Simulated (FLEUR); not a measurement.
# AlN (P6_3mc) in FLEUR: settings compared, part 2 of 2

FLEUR MaX-R8.1 (later development tree).

## (3) Band structure, PBEsol

Changes to inp.xml since step 2:

```diff
@@ -9,3 +9,3 @@
       <coreElectrons ctail="T" frcor="F" kcrel="0" coretail_lmax="0"/>
-      <xcFunctional name="vwn" relativisticCorrections="F"/>
+      <xcFunctional name="PBEs" relativisticCorrections="F"/>
       <magnetism jspins="1"/>
```

crystal.txt

```
AlN
&input cartesian=F /
3.1130000000  0.0000000000  0.0000000000
-1.5565000000  2.6959370820  0.0000000000
0.0000000000  0.0000000000  4.9810000000
1.8897261246
1.0 1.0 1.0

4
13 0.6666666666  0.3333333332  0.5000000000
13 0.3333333332  0.6666666666  0.0000000000
7 0.6666666666  0.3333333332  0.8800000000
7 0.3333333332  0.6666666666  0.3800000000

&kpt div1=10 div2=10 div3=6 gamma=T /
```

Changes to inp.xml (bands) since step 2:

```diff
@@ -9,3 +9,3 @@
       <coreElectrons ctail="T" frcor="F" kcrel="0" coretail_lmax="0"/>
-      <xcFunctional name="vwn" relativisticCorrections="F"/>
+      <xcFunctional name="PBEs" relativisticCorrections="F"/>
       <magnetism jspins="1"/>
```

Potentials or basis: all-electron, FLAPW.

Launch:

```bash
$ inpgen -f crystal.txt -profile fastHighL
$ # inp.xml edited to the form shown
$ fleur_MPI
$ fleur_MPI   # second run, on inp.xml (bands)
```

Wall time 21 min (1 thread of Arm Neoverse N1, shared host); peak memory 0.1 GiB.

Results (log left out):

- Free energy: -16164.2680 eV
- Band gap on the k mesh: 4.14 eV, direct
- Band gap along the path: 4.14 eV, direct
- Valence electrons inside the program's atomic spheres: Al 8.63; N 3.88 (radii Al 1.77, N 1.54 bohr)

Levels at the corners of the path, in eV from the valence-band top:
| point | band 12 | band 13 | band 14 | band 15 | band 16 | band 17 | band 18 | band 19 | band 20 | band 21 |
| --- | --- | --- | --- | --- | --- | --- | --- | --- | --- | --- |
| Γ | -0.84 | -0.84 | -0.18 | -0.18 | 0.00 | 4.14 | 6.57 | 10.51 | 11.05 | 11.05 |
| M | -4.17 | -3.37 | -2.08 | -1.80 | -0.66 | 5.69 | 5.69 | 8.11 | 10.20 | 10.80 |
| K | -3.79 | -3.79 | -2.45 | -2.40 | -2.40 | 4.90 | 8.26 | 9.60 | 9.60 | 11.50 |
| Γ | -0.84 | -0.84 | -0.18 | -0.18 | 0.00 | 4.14 | 6.57 | 10.51 | 11.05 | 11.05 |
| A | -3.35 | -0.52 | -0.52 | -0.52 | -0.52 | 6.38 | 6.38 | 10.23 | 10.23 | 11.37 |
| L | -5.63 | -1.45 | -1.45 | -1.37 | -1.37 | 5.20 | 5.20 | 9.17 | 9.17 | 11.75 |
| H | -4.86 | -3.88 | -3.88 | -0.79 | -0.79 | 7.31 | 7.31 | 7.75 | 7.75 | 11.87 |
| A | -3.35 | -0.52 | -0.52 | -0.52 | -0.52 | 6.38 | 6.38 | 10.23 | 10.23 | 11.37 |
| L | -5.63 | -1.45 | -1.45 | -1.37 | -1.37 | 5.20 | 5.20 | 9.17 | 9.17 | 11.75 |
| M | -4.17 | -3.37 | -2.08 | -1.80 | -0.66 | 5.69 | 5.69 | 8.11 | 10.20 | 10.80 |
| K | -3.79 | -3.79 | -2.45 | -2.40 | -2.40 | 4.90 | 8.26 | 9.60 | 9.60 | 11.50 |
| H | -4.86 | -3.88 | -3.88 | -0.79 | -0.79 | 7.31 | 7.31 | 7.75 | 7.75 | 11.87 |

Core levels (eV from the Fermi level):
```
atom         levels
1 Al  1s1/2 -1499.9
2 Al  1s1/2 -1499.9
 3 N   1s1/2 -372.1
 4 N   1s1/2 -372.1
```

## (4) Band structure, r2SCAN

Changes to inp.xml since step 3:

```diff
@@ -7,5 +7,8 @@
       <cutoffs Kmax="5.54" Gmax="17.2" GmaxXC="17.2" numbands="0"/>
-      <scfLoop itmax="60" minDistance="0.00001" maxIterBroyd="15" imix="Anderson" alpha="0.05" precondParam="0.0" spinf="2.0" sdNocoIR="T"/>
-      <coreElectrons ctail="T" frcor="F" kcrel="0" coretail_lmax="0"/>
-      <xcFunctional name="PBEs" relativisticCorrections="F"/>
+      <scfLoop itmax="80" minDistance="0.0001" maxIterBroyd="30" imix="Anderson" alpha="0.05" precondParam="0.0" spinf="2.0" sdNocoIR="T"/>
+      <coreElectrons ctail="F" frcor="F" kcrel="0" coretail_lmax="0"/>
+      <xcFunctional name="LibXC" relativisticCorrections="F">
+         <LibXCName exchange="mgga_x_r2scan" correlation="mgga_c_r2scan"/>
+         <AuxGGA exchange="117" correlation="130"/>
+      </xcFunctional>
       <magnetism jspins="1"/>
```

crystal.txt is that of step 3.

Changes to inp.xml (bands) since step 3:

```diff
@@ -7,5 +7,8 @@
       <cutoffs Kmax="5.54" Gmax="17.2" GmaxXC="17.2" numbands="0"/>
-      <scfLoop itmax="60" minDistance="0.00001" maxIterBroyd="15" imix="Anderson" alpha="0.05" precondParam="0.0" spinf="2.0" sdNocoIR="T"/>
-      <coreElectrons ctail="T" frcor="F" kcrel="0" coretail_lmax="0"/>
-      <xcFunctional name="PBEs" relativisticCorrections="F"/>
+      <scfLoop itmax="80" minDistance="0.0001" maxIterBroyd="30" imix="Anderson" alpha="0.05" precondParam="0.0" spinf="2.0" sdNocoIR="T"/>
+      <coreElectrons ctail="F" frcor="F" kcrel="0" coretail_lmax="0"/>
+      <xcFunctional name="LibXC" relativisticCorrections="F">
+         <LibXCName exchange="mgga_x_r2scan" correlation="mgga_c_r2scan"/>
+         <AuxGGA exchange="117" correlation="130"/>
+      </xcFunctional>
       <magnetism jspins="1"/>
```

Potentials or basis: all-electron, FLAPW.

Launch:

```bash
$ inpgen -f crystal.txt -profile fastHighL
$ # inp.xml edited to the form shown
$ fleur_MPI
$ fleur_MPI   # second run, on inp.xml (bands)
```

What it wrote:

```text
Welcome to FLEUR        (www.flapw.de)
      MaX-Release 8.1          (www.max-centre.eu)
 func_ids         498         497         498         497
 MetaGGA potential functional detected - V_tau will be computed
 Auxiliary Potential for radial basis: exchange=         117  correlation=         130
The functional 'Re-regularized SCAN exchange by Furness et al' is an exchange functional, it belongs to the 'MGGA' family and is defined in the reference(s):
[1] J. W. Furness, A. D. Kaplan, J. Ning, J. P. Perdew, and J. Sun.,  J. Phys. Chem. Lett. 11, 8208-8215 (2020)
[2] J. W. Furness, A. D. Kaplan, J. Ning, J. P. Perdew, and J. Sun.,  J. Phys. Chem. Lett. 11, 9248-9248 (2020)
The functional 'Re-regularized SCAN correlation by Furness et al' is a correlation functional, it belongs to the 'MGGA' family and is defined in the reference(s):
[1] J. W. Furness, A. D. Kaplan, J. Ning, J. P. Perdew, and J. Sun.,  J. Phys. Chem. Lett. 11, 8208-8215 (2020)
[2] J. W. Furness, A. D. Kaplan, J. Ning, J. P. Perdew, and J. Sun.,  J. Phys. Chem. Lett. 11, 9248-9248 (2020)
 Using same functional for VXC and EXC
[... 39 lines left out ...]
 Using same functional for VXC and EXC
 Iteration:     3   Distance:      22.14745466 me/bohr^3
The functional 'Hammer, Hansen, and Norskov' is an exchange functional, it belongs to the 'GGA' family and is defined in the reference(s):
[1] B. Hammer, L. B. Hansen, and J. K. Nørskov.,  Phys. Rev. B 59, 7413 (1999)
[... 89 lines left out ...]
The functional 'Hammer, Hansen, and Norskov' is an exchange functional, it belongs to the 'GGA' family and is defined in the reference(s):
[1] B. Hammer, L. B. Hansen, and J. K. Nørskov.,  Phys. Rev. B 59, 7413 (1999)
The functional 'Perdew, Burke & Ernzerhof' is a correlation functional, it belongs to the 'GGA' family and is defined in the reference(s):
[1] J. P. Perdew, K. Burke, and M. Ernzerhof.,  Phys. Rev. Lett. 77, 3865 (1996)
[2] J. P. Perdew, K. Burke, and M. Ernzerhof.,  Phys. Rev. Lett. 78, 1396 (1997)
 Using same functional for VXC and EXC
 Iteration:    17   Distance:       0.00064064 me/bohr^3
The functional 'Hammer, Hansen, and Norskov' is an exchange functional, it belongs to the 'GGA' family and is defined in the reference(s):
[1] B. Hammer, L. B. Hansen, and J. K. Nørskov.,  Phys. Rev. B 59, 7413 (1999)
The functional 'Perdew, Burke & Ernzerhof' is a correlation functional, it belongs to the 'GGA' family and is defined in the reference(s):
[1] J. P. Perdew, K. Burke, and M. Ernzerhof.,  Phys. Rev. Lett. 77, 3865 (1996)
[2] J. P. Perdew, K. Burke, and M. Ernzerhof.,  Phys. Rev. Lett. 78, 1396 (1997)
 Using same functional for VXC and EXC
 Iteration:    18   Distance:       0.00009125 me/bohr^3

 ********************************************************************
 Run finished successfully
 Stop message:
   all done
 ********************************************************************
```

Run time: 25 min. Hardware: 1 thread of Arm Neoverse N1, shared host; peak memory 0.12 GiB.

What came out:

```yaml
Free_energy: -16208.9844 eV
Band_gap_on_the_k_mesh: 4.89 eV, direct
Band_gap_along_the_path: 4.89 eV, direct
Valence_electrons_inside_the_program's_atomic_spheres: Al 8.61; N 3.93 (radii Al 1.77, N 1.54 bohr)
```

Levels at the corners of the path, in eV from the valence-band top:
| point | band 14 | band 15 | band 16 | band 17 | band 18 | band 19 |
| --- | --- | --- | --- | --- | --- | --- |
| Γ | -0.19 | -0.19 | 0.00 | 4.89 | 7.50 | 11.58 |
| M | -2.11 | -1.77 | -0.67 | 6.47 | 6.56 | 9.03 |
| K | -2.47 | -2.40 | -2.40 | 5.70 | 9.16 | 10.59 |
| Γ | -0.19 | -0.19 | 0.00 | 4.89 | 7.50 | 11.58 |
| A | -0.53 | -0.53 | -0.53 | 7.21 | 7.21 | 11.30 |
| L | -1.47 | -1.38 | -1.38 | 6.01 | 6.01 | 10.17 |
| H | -3.88 | -0.80 | -0.80 | 8.16 | 8.16 | 8.67 |
| A | -0.53 | -0.53 | -0.53 | 7.21 | 7.21 | 11.30 |
| L | -1.47 | -1.38 | -1.38 | 6.01 | 6.01 | 10.17 |
| M | -2.11 | -1.77 | -0.67 | 6.47 | 6.56 | 9.03 |
| K | -2.47 | -2.40 | -2.40 | 5.70 | 9.16 | 10.59 |
| H | -3.88 | -0.80 | -0.80 | 8.16 | 8.16 | 8.67 |

Core levels (eV from the Fermi level):
```tsv
atom	levels
1 Al	1s1/2 -1503.3
2 Al	1s1/2 -1503.3
3 N	1s1/2 -373.6
4 N	1s1/2 -373.6
```

Caveat: the meta-GGA is that of a development version, with a GGA for the radial functions and cores and without core tails.

## (5) Overview

| level | max iterations | mixer history | density convergence | gap on the mesh (eV) |
| --- | --- | --- | --- | --- |
| LDA | 60 | 15 | 1e-05 me/bohr^3 | 4.24 |
| PBEsol | 60 | 15 | 1e-05 me/bohr^3 | 4.14 |
| r2SCAN | 80 | 30 | 0.0001 me/bohr^3 | 4.89 |

Alike in all rows: task band structure; potentials or basis all-electron, FLAPW; no spin polarisation; cell as given; k mesh 10 × 10 × 6; smearing fermi-dirac 0.05 eV; kmax 5.54 1/bohr.

On the cell as given the gap runs from 4.14 eV (PBEsol) to 4.89 eV (r2SCAN).

Caveats: the meta-GGA is that of a development version, with a GGA for the radial functions and cores and without core tails (some runs).

Compare energies only between runs with the same functional and basis.

## (6) How close it comes

Step 2. A measured gap of AlN is 6.034 eV (an exciton energy, a little under the gap; 10 K; quoted in “Self-assembly of well-separated AlN nanowires directly on sputtered metallic TiN films”, 2019, arxiv:1910.07391); the calculated 4.24 eV misses it by -1.79 eV. 2 values of this kind are on record (6.034 to 6.0343 eV); this one was drawn at random. The value is that of LDA, without temperature or zero-point motion. Semilocal functionals fall short of measured gaps as a rule.

Step 3. Measured gap of AlN: 6.0343 eV (an exciton energy, a little under the gap; 0 K; quoted in “Structural and optical properties of self-assembled AlN nanowires grown on SiO2/Si substrates by molecular beam epitaxy”, 2024, arxiv:2402.00216). This calculation gives 4.14 eV (-1.89 eV). 2 values of this kind are on record (6.034 to 6.0343 eV); this one was drawn at random. The value is that of PBEsol, without temperature or zero-point motion. Semilocal functionals fall short of measured gaps as a rule.

Step 4. A measured gap of AlN is 6.0343 eV (an exciton energy, a little under the gap; 0 K; quoted in “Structural and optical properties of self-assembled AlN nanowires grown on SiO2/Si substrates by molecular beam epitaxy”, 2024, arxiv:2402.00216); the calculated 4.89 eV misses it by -1.15 eV. 2 values of this kind are on record (6.034 to 6.0343 eV); this one was drawn at random. The value is that of r2SCAN, without temperature or zero-point motion.
